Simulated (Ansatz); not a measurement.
# Te2Pt (Moncheite) (P-3m1) in Ansatz: further runs

Runs on Te2Pt (Moncheite). Level: PBEsol. Tasks: single point, equation of state.

Program: Ansatz 0.2.0. These are calculated values, not measurements. Logs are shortened: lines on timing, memory, paths and dates and some standing lists are left out, and cuts for length are marked.

## Step 1: Starting point

It takes space group P-3m1 (No. 164, trigonal). The conventional cell has a = 4.010 Å, b = 4.010 Å, c = 5.201 Å, α = 90.00°, β = 90.00°, γ = 120.00°. Around Pt (site symmetry -3m) lie 6 Te at 2.66 Å. Te (site symmetry 3m) is surrounded by 3 Pt at 2.66 Å.

## Step 2: Single point, PBEsol, 22.69 Å³/atom (volume scaled by 0.94)

input.yaml reads:

```yaml
crystal:
  lattice:
    - [3.9281402959, 0.0, 0.0]
    - [-1.964070148, 3.4018692859, 0.0]
    - [0.0, 0.0, 5.0948273514]
  atoms:
    - { symbol: Pt, position: [0.0, 0.0, 0.0] }
    - { symbol: Te, position: [0.6666666667, 0.3333333333, 0.75] }
    - { symbol: Te, position: [0.3333333333, 0.6666666667, 0.25] }
kpoints:
  mp_grid: { grid: [8, 8, 5] }
scf:
  occupations: { method: fermi_dirac, width: 0.05 }
hamiltonian:
  xc: pbesol
  pseudopotentials: { kind: all_electron, lapw: { basis_error: 0.002 } }
output:
  forces: true
  stress: true
  eigenvalues: true
```

Potentials or basis: all-electron LAPW, scalar-relativistic.

The run is started by

```console
> ansatz run input.yaml --threads 2 --pin off --max-ram 6144MiB --backend cpu --events-out ev --progress --plain --runs-dir out
```

Standard output:

```text
Warning: RAYON_NUM_THREADS=2 ignored (pool sized by the plan → 2); use --threads N
LAPW: plane waves up to 8.657 Å⁻¹, error target 2.0e-3 eV per atom; small_component_spin mean_spin; Te in spheres of 1.289 Å, 24 of its electrons in bands, Dirac shells []; Pt in spheres of 1.312 Å, 42 of its electrons in bands, Dirac shells [] (how accurate: hamiltonian.pseudopotentials.lapw.basis_error, Limitations)
Engine: ansatz 0.2.0, aarch64-unknown-linux-gnu
Pseudopotentials: kind: all_electron
Pseudopotential: Pt, LAPW, valence charge 42, lapw/all_electron/scalar/gaussian/Pt, Koelling and Harmon's equation, gaussian nucleus
Pseudopotential: Te, LAPW, valence charge 24, lapw/all_electron/scalar/gaussian/Te, Koelling and Harmon's equation, gaussian nucleus
Functional definition: PBEsol
  exchange = pbesol_x
  correlation = pbesol_c
Crystal: 3 atoms, lattice volume = 68.082 Å³
Basis set: ecut = 285.55222859494864 eV, 747 PW (Γ), exchange–correlation at level 2
Bands: 54, of which v1, the nominal top of the filled ones, is band 45 counted from 1 (44 counted from 0)
Symmetry: 12 space group operations
Space group: P-3m1 (ITA 164), of the structure as read, at distance tolerance 4.1e-5 Å
k-points: 40 of 320
Non-local potential: Pt, projectors of the file, none
Non-local potential: Te, projectors of the file, none
Initial density: superposition of atomic densities (chi_scale 0.1, normalization cell, long waves kept (reshape's long-wave potential 0.01 eV rms))
Initial wavefunctions: plane waves of lowest kinetic energy (no species holds an atomic orbital)
Functional: x = pbesol(κ = 0.804, μ = 0.12345679012345678), c = pbesol(β = 0.046)
iter 1 solved again at ethr=4.75e-4 eV; its pass at ethr=1.00e-1 eV (dr2=4.28e-1 eV) is discarded
SCF iter   1: F=—  HF=-870431.420540 eV  |F-HF|=—  |Δ(HF+E_count)|=         —  Δρ=2.80e-2  dr2=4.29e-1  ethr=4.75e-4  ⟨swp⟩=2.5  Hψ=13894  notcnv=0
preconditioner: auto → LDOS  [insulator: Δε(μ)=0.135 eV  Ē_g=11.727 eV  σ=0.050 eV  W_gap=0.50  n_scr=22 (ndim 8)  ℏωp=21.1 eV  f_vac=0.057  D(μ)=1.17/eV (n_scr^D=2)  ε∞_Penn≈4.2  β→1.0]
iter 2 solved again at ethr=4.74e-5 eV; its pass at ethr=4.75e-4 eV (dr2=4.27e-2 eV) is discarded
SCF iter   2: F=—  HF=-870431.159124 eV  |F-HF|=—  |Δ(HF+E_count)|=   2.61e-1  Δρ=7.61e-3  dr2=4.27e-2  ethr=4.74e-5  ⟨swp⟩=2.0  Hψ=10858  notcnv=0
SCF iter   3: F=—  HF=-870431.013411 eV  |F-HF|=—  |Δ(HF+E_count)|=   1.46e-1  Δρ=2.29e-3  dr2=2.72e-3  ethr=4.74e-5  ⟨swp⟩=3.0  Hψ=6831  notcnv=0
SCF iter   4: F=—  HF=-870430.996248 eV  |F-HF|=—  |Δ(HF+E_count)|=         —  Δρ=7.21e-4  dr2=2.91e-4  ethr=3.02e-6  ⟨swp⟩=3.0  Hψ=6116  notcnv=0
the basis was enlarged: its passes take 428.1 KiB over the memory plan, 2 of 2 planned eigensolver slots
SCF iter   5: F=—  HF=-870430.996161 eV  |F-HF|=—  |Δ(HF+E_count)|=   8.68e-5  Δρ=2.22e-4  dr2=3.03e-5  ethr=3.24e-7  ⟨swp⟩=2.0  Hψ=6055  notcnv=0
SCF iter   6: F=—  HF=-870430.996172 eV  |F-HF|=—  |Δ(HF+E_count)|=   1.11e-5  Δρ=4.32e-5  dr2=1.78e-6  ethr=3.37e-8  ⟨swp⟩=2.0  Hψ=6054  notcnv=0
SCF iter   7: F=-870430.996171 eV  HF=-870430.996171 eV  |F-HF|=3.09e-8  |Δ(HF+E_count)|=   1.41e-6  Δρ=1.40e-5  dr2=9.06e-8  ethr=1.97e-9  ⟨swp⟩=2.2  Hψ=6068  notcnv=0
SCF 1 converged in 7 iterations: F = -870430.996171 eV  dr2 = 9.06e-8
SCF converged after 7 iterations
Free energy (F): -870430.996171 eV
Harris-Foulkes:  -870430.996171 eV  (|F-HF|=3.09e-8)
Internal energy: -870430.981882 eV  (E = F + TS)
E sigma→0 (E₀):  -870430.989026 eV
Entropy (-TS):   -0.014289 eV (-4.763 meV/atom)
Fermi energy:    18.605921 eV
--- Per-component energies (eV) ---
  E_band       = -5700.343711
  E_kinetic    = 959010.181620
  E_xc         = -18981.931837
  E_electrostatic = -1810459.231665  (all electrons and nuclei)
  E_smearing   = -0.014289  (= −TS)
  E_closure    = 0.000000  (closes the sum)
  E_atoms      = -870416.047744  (free atoms, spherical and without spin; not in F)
  Σ components = -870430.996171   (vs F -870430.996171, Δ=0.00e0)
  Basis errors (estimates in eV, not in F): energy 8.4e-4 per atom: plane waves 7.4e-4 (4.2e-4 summed), levels above the bands 3.4e-70, relativity 4.6e-8, radial functions 1.0e-4, core shells 5.7e-7; eigenvalues (radial functions only) 2.5e-6; not estimated: angular momenta, meshes, grids; target (lapw.basis_error) 2.0e-3; muffin-tin radii Te 1.289 Å, Pt 1.312 Å
--- Forces (eV/Å), atoms counted from 1 ---
  atom   1  Pt     0.00000000     0.00000000     0.00000000
  atom   2  Te     0.00000000     0.00000000    -1.57672679
  atom   3  Te    -0.00000000    -0.00000000     1.57672679
  max |Σ_I F_I| component: 2.22e-16 eV/Å
--- Stress (GPa, compression-positive) ---
       14.482309      -0.000000      -0.000000
       -0.000000      14.482309      -0.000000
       -0.000000      -0.000000      10.189636
  P = ⅓ Tr σ = 13.0514 GPa (130.514 kbar)
--- Band table (eV; the first three rows and the last of 40) ---
  k-point 0: bands = ["-285.7368", "-285.7368", "-285.6632", "-285.6632", "-285.6517", "-141.6200", "-141.6200", "-91.7288", "-91.7284", "-91.7279", "-91.7279", "-91.7278", "-91.7278", "-81.1548", "-49.6853", "-49.6732", "-49.6732", "-49.6510", "-49.6238", "-49.6238", "-49.5768", "-35.4194", "-35.4194", "-35.2952", "-19.2080", "-19.2080", "-19.1876", "-19.1876", "-19.1872", "-19.1872", "-19.1846", "-19.1793", "-19.1701", "-19.1701", "3.5555", "7.5697", "11.0188", "11.8758", "11.8758", "14.0813", "14.0813", "15.5224", "17.8850", "17.8850", "19.7446", "19.7446", "19.8856", "21.0739", "23.2912", "24.3134", "24.3134", "27.8211", "28.1217", "28.1217"]
  k-point 1: bands = ["-285.7368", "-285.7368", "-285.6632", "-285.6632", "-285.6517", "-141.6200", "-141.6200", "-91.7288", "-91.7284", "-91.7279", "-91.7279", "-91.7278", "-91.7278", "-81.1548", "-49.6853", "-49.6732", "-49.6732", "-49.6510", "-49.6238", "-49.6238", "-49.5768", "-35.4194", "-35.4194", "-35.2952", "-19.2059", "-19.2059", "-19.1895", "-19.1895", "-19.1871", "-19.1871", "-19.1840", "-19.1797", "-19.1704", "-19.1704", "3.7380", "6.8854", "11.8529", "11.9035", "11.9035", "14.0670", "14.0670", "15.5995", "17.6317", "17.6317", "19.0734", "20.1519", "20.1519", "21.2732", "23.8640", "24.0884", "24.0884", "27.1476", "27.2007", "27.2007"]
  k-point 2: bands = ["-285.7368", "-285.7368", "-285.6632", "-285.6632", "-285.6517", "-141.6200", "-141.6200", "-91.7287", "-91.7285", "-91.7279", "-91.7279", "-91.7278", "-91.7278", "-81.1548", "-49.6853", "-49.6732", "-49.6732", "-49.6510", "-49.6238", "-49.6238", "-49.5768", "-35.4194", "-35.4194", "-35.2952", "-19.2010", "-19.2010", "-19.1920", "-19.1920", "-19.1892", "-19.1892", "-19.1828", "-19.1808", "-19.1708", "-19.1708", "4.1802", "5.8856", "11.9493", "11.9493", "13.0905", "14.0461", "14.0461", "15.8900", "17.3082", "17.3082", "17.5944", "20.8520", "20.8520", "22.1335", "23.5566", "23.5566", "24.5402", "25.6435", "25.7910", "26.4325"]
  k-point 39: bands = ["-285.7368", "-285.7368", "-285.6632", "-285.6632", "-285.6517", "-141.6200", "-141.6200", "-91.7286", "-91.7286", "-91.7279", "-91.7278", "-91.7278", "-91.7278", "-81.1548", "-49.6853", "-49.6732", "-49.6732", "-49.6510", "-49.6238", "-49.6238", "-49.5768", "-35.4235", "-35.4222", "-35.2948", "-19.2012", "-19.1990", "-19.1960", "-19.1897", "-19.1862", "-19.1847", "-19.1838", "-19.1741", "-19.1713", "-19.1710", "6.1436", "6.2992", "11.1550", "11.7425", "12.2500", "13.4951", "13.9942", "14.3307", "14.4975", "15.4214", "15.7561", "20.3885", "21.0567", "23.8720", "24.7157", "25.6623", "26.0446", "26.7391", "27.4248", "27.9585"]
```

Wall time 19 s (2 threads of Arm Neoverse V1, shared host); peak memory 0.52 GiB.

Results:

| Quantity | Value |
| --- | --- |
| Free energy | -870430.9962 eV |
| Pressure | 13.1 GPa |
| Largest force | 1.577 eV/Å |
| Band gap on the k mesh | none (metal or under the smearing width) |

Caveat: forces of over 1 eV/Å show positions far from the minimum, so gaps and moduli don't describe the material at rest.

## Step 3: Single point, PBEsol, 23.18 Å³/atom (volume scaled by 0.96)

input.yaml, as its differences from that of step 2:

```diff
@@ -2,5 +2,5 @@
   lattice:
-    - [3.9281402959, 0.0, 0.0]
-    - [-1.964070148, 3.4018692859, 0.0]
-    - [0.0, 0.0, 5.0948273514]
+    - [3.9558041672, 0.0, 0.0]
+    - [-1.9779020836, 3.4258269012, 0.0]
+    - [0.0, 0.0, 5.1307075994]
   atoms:
```

Potentials or basis: all-electron LAPW, scalar-relativistic.

The run is started by

```console
> ansatz run input.yaml --threads 2 --pin off --max-ram 6144MiB --backend cpu --events-out ev --progress --plain --runs-dir out
```

Run time: 19 s. Hardware: 2 threads of Arm Neoverse V1, shared host; peak memory 0.52 GiB.

The run converged. Its results:

```
Free energy            : -870431.0987 eV
Pressure               : 9.7 GPa
Largest force          : 1.273 eV/Å
Band gap on the k mesh : none (metal or under the smearing width)
```

Caveat: forces of over 1 eV/Å show positions far from the minimum, so gaps and moduli don't describe the material at rest.

## Step 4: Single point, PBEsol, 23.66 Å³/atom (volume scaled by 0.98)

input.yaml, as its differences from that of step 3:

```diff
@@ -2,5 +2,5 @@
   lattice:
-    - [3.9558041672, 0.0, 0.0]
-    - [-1.9779020836, 3.4258269012, 0.0]
-    - [0.0, 0.0, 5.1307075994]
+    - [3.9830864374, 0.0, 0.0]
+    - [-1.9915432187, 3.4494540403, 0.0]
+    - [0.0, 0.0, 5.166092908]
   atoms:
```

The run is started by

```console
> ansatz run input.yaml --threads 2 --pin off --max-ram 6144MiB --backend cpu --events-out ev --progress --plain --runs-dir out
```

Run time: 19 s. Hardware: 2 threads of Arm Neoverse V1, shared host; peak memory 0.51 GiB.

Results (log left out):

```
Free energy            : -870431.1727 eV
Pressure               : 6.7 GPa
Largest force          : 0.994 eV/Å
Band gap on the k mesh : none (metal or under the smearing width)
```

## Step 5: Single point, PBEsol, 24.14 Å³/atom

input.yaml, as its differences from that of step 4:

```diff
@@ -2,5 +2,5 @@
   lattice:
-    - [3.9830864374, 0.0, 0.0]
-    - [-1.9915432187, 3.4494540403, 0.0]
-    - [0.0, 0.0, 5.166092908]
+    - [4.01, 0.0, 0.0]
+    - [-2.005, 3.4727618692, 0.0]
+    - [0.0, 0.0, 5.201]
   atoms:
```

The run is started by

```console
> ansatz run input.yaml --threads 2 --pin off --max-ram 6144MiB --backend cpu --events-out ev --progress --plain --runs-dir out
```

Wall time 19 s (2 threads of Arm Neoverse V1, shared host); peak memory 0.51 GiB.

It converged, with:

```
Free energy            : -870431.2212 eV
Pressure               : 4.1 GPa
Largest force          : 0.739 eV/Å
Band gap on the k mesh : none (metal or under the smearing width)
```

## Step 6: Single point, PBEsol, 24.63 Å³/atom (volume scaled by 1.02)

input.yaml, as its differences from that of step 5:

```diff
@@ -2,5 +2,5 @@
   lattice:
-    - [4.01, 0.0, 0.0]
-    - [-2.005, 3.4727618692, 0.0]
-    - [0.0, 0.0, 5.201]
+    - [4.0365570653, 0.0, 0.0]
+    - [-2.0182785327, 3.4957609624, 0.0]
+    - [0.0, 0.0, 5.2354447124]
   atoms:
```

Potentials or basis: all-electron LAPW, scalar-relativistic.

The run is started by

```console
> ansatz run input.yaml --threads 2 --pin off --max-ram 6144MiB --backend cpu --events-out ev --progress --plain --runs-dir out
```

It took 19 s on 2 threads of Arm Neoverse V1, shared host; peak memory 0.51 GiB.

It converged, with:

* Free energy: -870431.2470 eV
* Pressure: 1.7 GPa
* Largest force: 0.505 eV/Å
* Band gap on the k mesh: none (metal or under the smearing width)

## Step 7: Single point, PBEsol, 25.11 Å³/atom (volume scaled by 1.04)

input.yaml, as its differences from that of step 6:

```diff
@@ -2,5 +2,5 @@
   lattice:
-    - [4.0365570653, 0.0, 0.0]
-    - [-2.0182785327, 3.4957609624, 0.0]
-    - [0.0, 0.0, 5.2354447124]
+    - [4.0627692093, 0.0, 0.0]
+    - [-2.0313846047, 3.518461345, 0.0]
+    - [0.0, 0.0, 5.2694420593]
   atoms:
```

The run is started by

```console
> ansatz run input.yaml --threads 2 --pin off --max-ram 6144MiB --backend cpu --events-out ev --progress --plain --runs-dir out
```

Run time: 19 s. Hardware: 2 threads of Arm Neoverse V1, shared host; peak memory 0.51 GiB.

The run converged. Its results:

```
Free energy            : -870431.2525 eV
Pressure               : -0.4 GPa
Largest force          : 0.291 eV/Å
Band gap on the k mesh : none (metal or under the smearing width)
```

## Step 8: Single point, PBEsol, 25.59 Å³/atom (volume scaled by 1.06)

input.yaml, as its differences from that of step 7:

```diff
@@ -2,5 +2,5 @@
   lattice:
-    - [4.0627692093, 0.0, 0.0]
-    - [-2.0313846047, 3.518461345, 0.0]
-    - [0.0, 0.0, 5.2694420593]
+    - [4.0886474179, 0.0, 0.0]
+    - [-2.044323709, 3.5408725311, 0.0]
+    - [0.0, 0.0, 5.3030062894]
   atoms:
```

The run is started by

```console
> ansatz run input.yaml --threads 2 --pin off --max-ram 6144MiB --backend cpu --events-out ev --progress --plain --runs-dir out
```

Run time: 19 s. Hardware: 2 threads of Arm Neoverse V1, shared host; peak memory 0.51 GiB.

The run converged. Its results:

```
Free energy            : -870431.2400 eV
Pressure               : -2.3 GPa
Largest force          : 0.095 eV/Å
Band gap on the k mesh : none (metal or under the smearing width)
```

## Step 9: Equation of state, PBEsol

Potentials or basis: all-electron LAPW, scalar-relativistic.

This step only gathers the single runs of the series.

What came out:

* Equilibrium volume: 25.01 Å³/atom
* Bulk modulus at fixed shape and positions: 106 GPa
* Pressure derivative of the bulk modulus: 4.9

Energy against volume, from the lowest point:
```tsv
volume (Å³/atom)	energy (meV/atom)
22.694	85.44
23.177	51.27
23.660	26.61
24.143	10.44
24.626	1.85
25.108	0.00
25.591	4.18
```

Caveat: the cell was scaled at fixed shape and fractional positions, which overstates the stiffness of a crystal with free parameters, most of all of layers and chains. The run has no spin-orbit coupling, so splittings on Pt, Te are missing.
